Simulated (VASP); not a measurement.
## Ir: band structure with r2SCAN

Crystal: Ir.

```
CELL_PARAMETERS angstrom
2.75138 0.00000 0.00000
-1.37569 2.38276 0.00000
0.00000 0.00000 4.46229
ATOMIC_POSITIONS crystal
Ir 0.33333 0.66667 0.25000
Ir 0.66667 0.33333 0.75000
```

This isn't the form of Ir at room conditions, which is fcc.

```yaml
Program: VASP 6.6.1
Task: band structure
Functional: r2SCAN
Potentials_or_basis: VASP PAW PBE potentials, release 64 (Ir)
Cutoff: 520 eV
k_mesh: 11 × 11 × 6
Occupations: fermi-dirac, width 0.05 eV
Spin: no spin polarisation
Further_INCAR_settings: ALGO = Normal; EDIFF = 1e-06; NBANDS = 16
```

* Pressure: -6.5 GPa
* Band gap along the path: none (metal or under the smearing width)

Stress tensor (GPa, compression positive):
```
-6.37  0.00  0.00
 0.00 -6.37  0.00
 0.00  0.00 -6.78
```

Levels at the corners of the path, in eV from the Fermi level:
```csv
point,band 4,band 5,band 6,band 7,band 8,band 9,band 10,band 11,band 12,band 13
Γ,-3.78,-3.78,-3.14,-3.14,-2.36,-2.36,-0.69,0.28,0.28,7.16
M,-4.08,-3.54,-3.38,-2.95,0.71,0.94,1.11,2.98,4.47,8.53
M,-4.08,-3.54,-3.38,-2.95,0.71,0.94,1.11,2.98,4.47,8.53
K,-5.06,-4.21,-4.21,-2.39,-0.02,-0.02,0.31,4.71,4.71,6.22
K,-5.06,-4.21,-4.21,-2.39,-0.02,-0.02,0.31,4.71,4.71,6.22
Γ,-3.78,-3.78,-3.14,-3.14,-2.36,-2.36,-0.69,0.28,0.28,7.16
Γ,-3.78,-3.78,-3.14,-3.14,-2.36,-2.36,-0.69,0.28,0.28,7.16
A,-4.37,-3.91,-3.91,-3.91,-3.91,-0.47,-0.47,-0.47,-0.47,14.36
A,-4.37,-3.91,-3.91,-3.91,-3.91,-0.47,-0.47,-0.47,-0.47,14.36
L,-5.94,-2.10,-2.10,-0.90,-0.90,0.95,0.95,2.07,2.07,7.81
L,-5.94,-2.10,-2.10,-0.90,-0.90,0.95,0.95,2.07,2.07,7.81
H,-5.37,-4.13,-4.13,-2.37,-2.37,0.32,0.32,7.26,7.26,8.03
H,-5.37,-4.13,-4.13,-2.37,-2.37,0.32,0.32,7.26,7.26,8.03
A,-4.37,-3.91,-3.91,-3.91,-3.91,-0.47,-0.47,-0.47,-0.47,14.36
L,-5.94,-2.10,-2.10,-0.90,-0.90,0.95,0.95,2.07,2.07,7.81
M,-4.08,-3.54,-3.38,-2.95,0.71,0.94,1.11,2.98,4.47,8.53
K,-5.06,-4.21,-4.21,-2.39,-0.02,-0.02,0.31,4.71,4.71,6.22
H,-5.37,-4.13,-4.13,-2.37,-2.37,0.32,0.32,7.26,7.26,8.03
```

Run time: 2 min on 1 thread of Intel(R) Xeon(R) Platinum 8488C (Sapphire Rapids) (shared host), peak memory 0.17 GiB.

Caveat: the PAW data sets were made with another functional, which shifts forces and pressure a little; spin-orbit coupling is left out, which moves the levels of the heavy elements.
